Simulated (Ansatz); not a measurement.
**PbSe: band gap under strain**

Aim: follow the gap of PbSe (rocksalt) through these states: no strain; -4.0 % strain along z alone; -3.0 % strain along z alone. The table at the end shows which levels were run.

Code: Ansatz 0.2.0. PAW datasets, plane waves. No spin polarisation and no zero-point or thermal motion.

### 1 Starting point

The unstrained cell was relaxed with r2SCAN; in each strained cell the atoms were relaxed again with r2SCAN. Names of k-points are those of the unstrained zone, where strain can split equivalent points. First state: no strain.

It is cubic, Fm-3m (No. 225); conventional cell a = 6.177 Å, 29.47 Å³ an atom. Near Pb stand 6 Se at 3.09 Å; near Se stand 6 Pb at 3.09 Å.

As a file:

```cif
data_structure
_symmetry_space_group_name_H-M 'Fm-3m'
_symmetry_Int_Tables_number 225
_cell_length_a 6.1774
_cell_length_b 6.1774
_cell_length_c 6.1774
_cell_angle_alpha 90.000
_cell_angle_beta 90.000
_cell_angle_gamma 90.000
_cell_volume 235.73
loop_
_atom_site_label
_atom_site_type_symbol
_atom_site_symmetry_multiplicity
_atom_site_Wyckoff_symbol
_atom_site_fract_x
_atom_site_fract_y
_atom_site_fract_z
_atom_site_occupancy
Pb1 Pb 4 a 0.00000 0.00000 0.00000 1
Se1 Se 4 b 0.50000 0.00000 0.00000 1
```

### 2 No strain: PBE

input.yaml reads:

```yaml
crystal:
  lattice:
    - [0.0, 3.0887022195, 3.0887022195]
    - [3.0887022195, 0.0, 3.0887022195]
    - [3.0887022195, 3.0887022195, 0.0]
  atoms:
    - { symbol: Pb, position: [0.0, 0.0, 0.0] }
    - { symbol: Se, position: [0.5, 0.5, 0.5] }
kpoints:
  mp_grid: { grid: [8, 8, 8] }
  band_path:
    path:
      - [0.0, 0.0, 0.0]
      - [0.5, 0.0, 0.5]
      - [0.625, 0.25, 0.625]
      - [0.375, 0.375, 0.75]
      - [0.5, 0.5, 0.5]
      - [0.5, 0.25, 0.75]
      - [0.0, 0.0, 0.5]
    npoints: 1
hamiltonian:
  xc: pbe
scf:
  occupations: { method: fermi_dirac, width: 0.02 }
  n_extra_bands: 4
output:
  forces: true
  stress: true
  eigenvalues: true
```

Launch:

```
> ansatz run input.yaml --threads 2 --pin off --max-ram 20275MiB --backend cpu --events-out ev --progress --plain --runs-dir out
```

Further steps of the session: No strain: r2SCAN; No strain: HSE06; No strain: r2SCAN+SOC; No strain: r2SCAN; -4.0 % strain along z alone: PBE; -4.0 % strain along z alone: r2SCAN; -4.0 % strain along z alone: HSE06; -4.0 % strain along z alone: r2SCAN+SOC; -3.0 % strain along z alone: PBE; -3.0 % strain along z alone: r2SCAN; -3.0 % strain along z alone: HSE06; -3.0 % strain along z alone: r2SCAN+SOC.

**Question.** What will these runs give?

**Answer**, as computed:

Least gap in eV (negative: overlap), with the change from the unstrained cell in brackets:

| state | volume change (%) | PBE | r2SCAN | HSE06 |
| --- | --- | --- | --- | --- |
| no strain | +0.0 | 0.37 | 0.67 | 0.79 |
| -4.0 % strain along z alone | -4.0 | 0.19 (-0.18) | 0.47 (-0.20) | 0.58 (-0.21) |
| -3.0 % strain along z alone | -3.0 | 0.25 (-0.12) | 0.53 (-0.14) | 0.65 (-0.14) |

In words: The largest move of the HSE06 gap in the table is -0.211 eV, under -4.0 % strain along z alone. PBE and HSE06 differ by 0.42 eV on the unstrained gap, and by at most 0.03 eV on its change: PBE follows the response to strain far better than the gap itself. Spin-orbit coupling is left out of the table, though the cell holds Pb (Z = 82); in an element this heavy it can shift bands and gaps by tenths of an eV.
